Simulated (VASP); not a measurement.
# GaSb (F-43m) in VASP: notebook

Aim: see how the results for GaSb move with the level of theory and the settings. Levels: PBE-based screened hybrid with 25 % exact exchange, PBE. Tasks: single point.

All numbers are computed with VASP 6.6.1; they aren't measurements. Logs are shortened: lines on timing, memory, paths and dates and some standing lists are left out, and cuts for length are marked.

**Measured values to compare with.**

A printed reference work, data compilation reports, for a bulk crystal of GaSb at 4.2 K: band gap 0.811 eV (direct).

The results are compared with them further down.

## 1. The cell of the first run

The structure is cubic, space group F-43m (No. 216). Conventional cell: a = 6.118 Å, b = 6.118 Å, c = 6.118 Å, α = 90.00°, β = 90.00°, γ = 90.00°. Ga (site symmetry -43m) has 4 Sb at 2.65 Å within 3.5 Å. Sb (site symmetry -43m) has 4 Ga at 2.65 Å within 3.5 Å.

## 2. Single point, PBE-based screened hybrid with 25 % exact exchange

The input, POSCAR:

```
GaSb
1.0
    0.0000000000      3.0590005565      3.0590005565
    3.0590005565      0.0000000000      3.0590005565
    3.0590005565      3.0590005565      0.0000000000
Ga Sb
1 1
Direct
    0.0000000000      0.0000000000      0.0000000000
    0.7500000000      0.7500000000      0.7500000000
```

The input, INCAR.step1:

```
SYSTEM = GaSb
PREC = Accurate
ENCUT = 520
EDIFF = 1E-5
ISMEAR = 0
SIGMA = 0.05
LREAL = .False.
LASPH = .True.
NELM = 60
ALGO = Normal
ISIF = 2
LWAVE = .True.
GGA = PE
NBANDS = 16
```

The input, INCAR.step2:

```
SYSTEM = GaSb
PREC = Accurate
ENCUT = 520
EDIFF = 1E-6
ISMEAR = 0
SIGMA = 0.05
LREAL = .False.
LASPH = .True.
NELM = 60
ALGO = Normal
ISIF = 2
LWAVE = .False.
LCHARG = .True.
GGA = PE
LHFCALC = .True.
AEXX = 0.25
HFSCREEN = 0.3
PRECFOCK = Normal
LELF = .True.
LVHAR = .True.
ISTART = 1
NBANDS = 16
```

The input, KPOINTS:

```
Automatic mesh
0
Gamma
  6 6 6
  0 0 0
```

Potentials or basis: VASP PAW PBE potentials, release 64 (Ga_d, Sb).

Run with:

```bash
> cat potpaw_PBE.64/Ga_d/POTCAR potpaw_PBE.64/Sb/POTCAR > POTCAR
> cp INCAR.step1 INCAR
> mpirun -np 1 vasp_std > vasp.out
> cp INCAR.step2 INCAR
> mpirun -np 1 vasp_std > vasp.out
```

OUTCAR:

```text
SYSTEM = GaSb
   PREC = Accurate
   ENCUT = 520
   EDIFF = 1E-6
   ISMEAR = 0
   LREAL = .False.
   LASPH = .True.
   NELM = 60
   ISIF = 2
   GGA = PE
   LHFCALC = .True.
   AEXX = 0.25
   HFSCREEN = 0.3
   PRECFOCK = Normal
   ISTART = 1

 ion  position               nearest neighbor table
   1  0.000  0.000  0.000-   2 2.65   2 2.65   2 2.65   2 2.65
   2  0.750  0.750  0.750-   1 2.65   1 2.65   1 2.65   1 2.65

  LATTYP: Found a face centered cubic cell.
 ALAT       =     6.1180011130

  Lattice vectors:

 A1 = (   0.0000000000,   3.0590005565,   3.0590005565)
 A2 = (   3.0590005565,   0.0000000000,   3.0590005565)
 A3 = (   3.0590005565,   3.0590005565,   0.0000000000)

Analysis of symmetry for initial positions (statically):
=====================================================================
 Subroutine PRICEL returns:
 Original cell was already a primitive cell.

 Routine SETGRP: Setting up the symmetry group for a
 face centered cubic supercell.

 Subroutine GETGRP returns: Found 24 space group operations
 (whereof 24 operations were pure point group operations)
 out of a pool of 48 trial point group operations.

The static configuration has the point symmetry T_d .

Analysis of symmetry for dynamics (positions and initial velocities):
=====================================================================
 Subroutine PRICEL returns:
 Original cell was already a primitive cell.

 Routine SETGRP: Setting up the symmetry group for a
 face centered cubic supercell.

 Subroutine GETGRP returns: Found 24 space group operations
 (whereof 24 operations were pure point group operations)
 out of a pool of 48 trial point group operations.

The dynamic configuration has the point symmetry T_d .

 Subroutine INISYM returns: Found 24 space group operations
 (whereof 24 operations are pure point group operations),
 and found     1 'primitive' translations

----------------------------------------------------------------------------------------

                                     Primitive cell

  volume of cell :      57.2491

  direct lattice vectors                    reciprocal lattice vectors
     0.000000000  3.059000557  3.059000557    -0.163452079  0.163452079  0.163452079
     3.059000557  0.000000000  3.059000557     0.163452079 -0.163452079  0.163452079
     3.059000557  3.059000557  0.000000000     0.163452079  0.163452079 -0.163452079

  length of vectors
     4.326080074  4.326080074  4.326080074     0.283107305  0.283107305  0.283107305

  position of ions in fractional coordinates (direct lattice)
     0.000000000  0.000000000  0.000000000
     0.750000000  0.750000000  0.750000000

  ion indices of the primitive-cell ions
   primitive index   ion index
                 1           1
                 2           2

----------------------------------------------------------------------------------------

 KPOINTS: Automatic mesh

Automatic generation of k-mesh.
 Grid dimensions read from file:
 generate k-points for:    6    6    6

 Generating k-lattice:

  Cartesian coordinates                     Fractional coordinates (reciprocal lattice)
    -0.027242013  0.027242013  0.027242013     0.166666667  0.000000000  0.000000000
     0.027242013 -0.027242013  0.027242013     0.000000000  0.166666667  0.000000000
     0.027242013  0.027242013 -0.027242013     0.000000000  0.000000000  0.166666667

  Length of vectors
     0.047184551  0.047184551  0.047184551

  Shift w.r.t. Gamma in fractional coordinates (k-lattice)
     0.000000000  0.000000000  0.000000000

 Subroutine IBZKPT returns following result:
 ===========================================

 Found     16 irreducible k-points:

 Following reciprocal coordinates:
            Coordinates               Weight
  0.000000  0.000000  0.000000      1.000000
  0.166667  0.000000  0.000000      8.000000
  0.333333  0.000000  0.000000      8.000000
  0.500000  0.000000  0.000000      4.000000
  0.166667  0.166667  0.000000      6.000000
  0.333333  0.166667  0.000000     24.000000
[... 8 lines left out ...]
 -0.333333  0.333333  0.166667     24.000000
 -0.333333  0.500000  0.166667     12.000000
   k-points           NKPTS =     16   k-points in BZ     NKDIM =    216   number of bands    NBANDS=     16
   number of dos      NEDOS =    301   number of ions     NIONS =      2
   total plane-waves  NPLWV =  32768
   dimension x,y,z NGX =    32 NGY =   32 NGZ =   32
   dimension x,y,z NGXF=    64 NGYF=   64 NGZF=   64
   ions per type =               1   1
   NGX,Y,Z   is equivalent  to a cutoff of  12.30, 12.30, 12.30 a.u.
   NGXF,Y,Z  is equivalent  to a cutoff of  24.59, 24.59, 24.59 a.u.
 SYSTEM =  GaSb
   PREC   = accura    normal or accurate (medium, high low for compatibility)
   ISTART =      1    job   : 0-new  1-cont  2-samecut
   ICHARG =      0    charge: 1-file 2-atom 10-const
   ISPIN  =      1    spin polarized calculation?
   LNONCOLLINEAR =      F non collinear calculations
   LSORBIT =      F    spin-orbit coupling
   LASPH  =      T    aspherical Exc in radial PAW
   ENCUT  =  520.0 eV  38.22 Ry    6.18 a.u.   8.04  8.04  8.04*2*pi/ulx,y,z
   NELM   =     60;   NELMIN=  2; NELMDL=  0     # of ELM steps
   EDIFF  = 0.1E-05   stopping-criterion for ELM
   LREAL  =      F    real-space projection
   EDIFFG = 0.1E-04   stopping-criterion for IOM
   NSW    =      0    number of steps for IOM
   IBRION =     -1    ionic relax: 0-MD 1-quasi-New 2-CG
   NFREE  =      0    steps in history (QN), initial steepest desc. (CG)
   ISIF   =      2    stress and relaxation
   ISYM   =      3    0-nonsym 1-usesym 2-fastsym
   POTIM  = 0.5000    time-step for ionic-motion
   TEBEG  =    0.0;   TEEND  =   0.0 temperature during run
   PSTRESS=    0.0 pullay stress
   NELECT =      18.0000    total number of electrons
   NUPDOWN=      -1.0000    fix difference up-down
   EMIN   =  10.00;   EMAX   =-10.00  energy-range for DOS
   EFERMI =   0.00;   METHOD = LEGACY
   ISMEAR =     0;   SIGMA  =   0.05  broadening in eV -4-tet -1-fermi 0-gaus
   EFERMI_NEDOS =   21; number of points for ismear=-14 and -15
   IALGO  =     38    algorithm
   IMIX   =      1    mixing-type and parameters
     AMIX     =   0.40;   BMIX     =  1.00
     AMIX_MAG =   1.60;   BMIX_MAG =  1.00
  volume/ion in A,a.u.               =      28.62       193.17
  Fermi-wavevector in a.u.,A,eV,Ry     =   1.113207  2.103657 16.860760  1.239231
  Thomas-Fermi vector in A             =   2.249790
   LORBIT       =      0    0 simple, 1 ext, 2 COOP (PROOUT), +10 PAW based schemes
   GGA     = PE    functional components
   LHFCALC =     T    Hartree Fock is set to
   PRECFOCK=normal    Normal, Fast or Accurate (Low or Medium for compatibility)
   ENCUT4O =  -1.0   cutoff for four orbital integrals eV
   NKREDX  =     1    reduce k-point grid by
   NKREDY  =     1    reduce k-point grid by
   NKREDZ  =     1    reduce k-point grid by
   AEXX    =    0.2500 exact exchange contribution
   HFSCREEN=    0.3000 screening length (either q_TF or 0.3 A-1)
   HFSCREENC=   0.3000 screening length for correlation (either q_TF or 0.3 A-1)
   ENCUTFOCK=  -1.0 apply spherical cutoff to Coloumb kernel
   IVDW    =     0    specifies the selected vdW correction
   LEPSILON=     F    determine dielectric tensor
   LRPA    =     F    only Hartree local field effects (RPA)
 non-spin polarized calculation
 Gauss-broadening in eV      SIGMA  =   0.05
  energy-cutoff  :      520.00
  volume of cell :       57.25
 maximum number of plane-waves:      1572
  NGX = 28; NGY = 28; NGZ = 28

 number of electron      17.9999986 magnetization

 Free energy of the ion-electron system (eV)
  ---------------------------------------------------
  ext. energy  EPLUGINS =         0.00000000
  ---------------------------------------------------
  free energy    TOTEN  =        -8.62762125 eV

  energy without entropy =       -8.62762125  energy(sigma->0) =       -8.62762125

 E-fermi :   4.8027     XC(G=0):  -7.7159

 val. band max:        4.5548655596   @ k =   0.0000   0.0000   0.0000
 cond. band min:       5.2544520289   @ k =   0.0000   0.0000   0.0000
 fundamental gap:      0.6995864692
 Fermi energy:         4.8026993053

 k-point     1 :       0.0000    0.0000    0.0000
  band No.  band energies     occupation
      1     -12.9867      2.00000
      2     -12.9867      2.00000
      3     -12.9867      2.00000
      4     -12.9354      2.00000
      5     -12.9354      2.00000
      6      -7.8751      2.00000
[... 8 lines left out ...]
     15      13.8064      0.00000
     16      13.8064      0.00000

 k-point     2 :       0.1667    0.0000    0.0000
  band No.  band energies     occupation
      1     -12.9912      2.00000
      2     -12.9840      2.00000
      3     -12.9840      2.00000
      4     -12.9357      2.00000
      5     -12.9357      2.00000
      6      -7.5665      2.00000
[... 8 lines left out ...]
     15      12.7879      0.00000
     16      12.7879      0.00000

 k-point     3 :       0.3333    0.0000    0.0000
  band No.  band energies     occupation
      1     -13.0002      2.00000
      2     -12.9789      2.00000
      3     -12.9789      2.00000
      4     -12.9357      2.00000
      5     -12.9357      2.00000
      6      -6.7403      2.00000
[... 8 lines left out ...]
     15      13.3450      0.00000
     16      13.3450      0.00000

 k-point     4 :       0.5000    0.0000    0.0000
  band No.  band energies     occupation
      1     -13.0047      2.00000
      2     -12.9767      2.00000
      3     -12.9767      2.00000
      4     -12.9354      2.00000
      5     -12.9354      2.00000
      6      -6.0871      2.00000
[... 8 lines left out ...]
     15      15.3005      0.00000
     16      15.3005      0.00000
[... 172 lines left out ...]
 k-point    14 :       0.5000    0.3333    0.1667
  band No.  band energies     occupation
      1     -13.0095      2.00000
      2     -12.9733      2.00000
      3     -12.9708      2.00000
      4     -12.9400      2.00000
      5     -12.9342      2.00000
      6      -6.0299      2.00000
[... 8 lines left out ...]
     15      14.4183      0.00000
     16      16.4414      0.00000

 k-point    15 :      -0.3333    0.3333    0.1667
  band No.  band energies     occupation
      1     -13.0115      2.00000
      2     -12.9726      2.00000
      3     -12.9684      2.00000
      4     -12.9395      2.00000
      5     -12.9352      2.00000
      6      -5.4445      2.00000
[... 8 lines left out ...]
     15      15.8691      0.00000
     16      16.0650      0.00000

 k-point    16 :      -0.3333    0.5000    0.1667
  band No.  band energies     occupation
      1     -13.0156      2.00000
      2     -12.9695      2.00000
      3     -12.9654      2.00000
      4     -12.9423      2.00000
      5     -12.9338      2.00000
      6      -5.1323      2.00000
[... 8 lines left out ...]
     15      15.4651      0.00000
     16      16.8100      0.00000

------------------------ aborting loop because EDIFF is reached ----------------------------------------

  FORCE on cell =-STRESS in cart. coord.  units (eV):
  Direction    XX          YY          ZZ          XY          YZ          ZX
  --------------------------------------------------------------------------------------
  -------------------------------------------------------------------------------------
  Total        0.1398600      0.1398600      0.1398600     -0.0000000     -0.0000000     -0.0000000
  in kB        3.9141304      3.9141304      3.9141304     -0.0000000     -0.0000000     -0.0000000
  external PRESSURE =       3.9141304 kB  Pullay stress =       0.0000000 kB

 VOLUME and BASIS-vectors are now :
 -----------------------------------------------------------------------------
  energy-cutoff  :      520.00
  volume of cell :       57.25
      direct lattice vectors                 reciprocal lattice vectors
     0.000000000  3.059000557  3.059000557    -0.163452079  0.163452079  0.163452079
     3.059000557  0.000000000  3.059000557     0.163452079 -0.163452079  0.163452079
     3.059000557  3.059000557  0.000000000     0.163452079  0.163452079 -0.163452079

 POSITION                                       TOTAL-FORCE (eV/Angst)
 -----------------------------------------------------------------------------------
      0.00000      0.00000      0.00000         0.000000      0.000000      0.000000
      4.58850      4.58850      4.58850        -0.000000     -0.000000     -0.000000
 -----------------------------------------------------------------------------------
    total drift:                                0.000032      0.000043      0.000025

  FREE ENERGIE OF THE ION-ELECTRON SYSTEM (eV)
  ---------------------------------------------------
  free  energy   TOTEN  =        -8.6276212461 eV

  energy  without entropy=       -8.6276212461  energy(sigma->0) =       -8.62762125
```

It took 71 min on 1 thread of Intel Xeon Platinum 8259CL at 2.50GHz (Skylake/Cascade Lake), shared host; peak memory 0.32 GiB.

What came out:

| Item | Value |
| --- | --- |
| Free energy | -8.6276 eV |
| Pressure | 0.4 GPa |
| Band gap on the k mesh | 0.70 eV |

Caveat: the PAW data sets were made with another functional, which shifts forces and pressure a little; spin-orbit coupling is left out, which moves the levels of the heavy elements.

## 3. Single point, PBE

The input, INCAR:

```
PREC = Accurate
ENCUT = 500
EDIFF = 1E-6
ISMEAR = 0
SIGMA = 0.05
LREAL = False
LASPH = True
NELM = 120
ALGO = Normal
ISIF = 2
LWAVE = False
LCHARG = True
GGA = PE
LELF = True
LVHAR = True
NBANDS = 21
GGA_COMPAT = False
```

The input, KPOINTS:

```
regular mesh
0
Gamma
  6 6 6
```

POSCAR is that of step 2.

Potentials or basis: VASP PAW PBE potentials, release 64 (Ga_d, Sb_d_GW).

Run with:

```bash
> cat potpaw_PBE.64/Ga_d/POTCAR potpaw_PBE.64/Sb_d_GW/POTCAR > POTCAR
> mpirun -np 1 vasp_std > vasp.out
```

Wall time 16 s (1 thread of AMD EPYC 7R13 (Zen 3), shared host); peak memory 0.16 GiB.

The run converged. Its results:

```yaml
Free_energy: -7.3406 eV
Pressure: 2.4 GPa
Band_gap_on_the_k_mesh: 0.03 eV
```

Levels at points of the mesh, in eV from the valence-band top:
```tsv
k point	band 11	band 12	band 13	band 14	band 15	band 16	band 17	band 18
(0.00, 0.00, 0.00)	-11.48	0.00	0.00	0.00	0.03	2.79	2.79	2.79
(0.50, 0.00, 0.00)	-9.85	-6.36	-1.15	-1.15	0.41	3.76	3.76	6.49
(0.50, 0.50, 0.00)	-9.03	-6.80	-2.57	-2.57	0.91	1.26	8.72	8.72
```

Caveat: the smearing spreads over this small gap; semilocal functionals underestimate gaps, and a narrow one can read as zero; spin-orbit coupling is left out, which moves the levels of the heavy elements. A k mesh can miss the band edges.

## 4. How close it comes

Step 2. Against the measured gap of GaSb, 0.811 eV (direct; 4.2 K; a printed reference work, data compilation), the calculated 0.70 eV is off by -0.11 eV. Spin-orbit coupling on Ga, Sb is left out. The value is that of PBE-based screened hybrid with 25 % exact exchange on a finite k mesh, which can miss the band edges, without temperature or zero-point motion.

The gap in the log of VASP goes by the Fermi energy; the results here count the filled bands.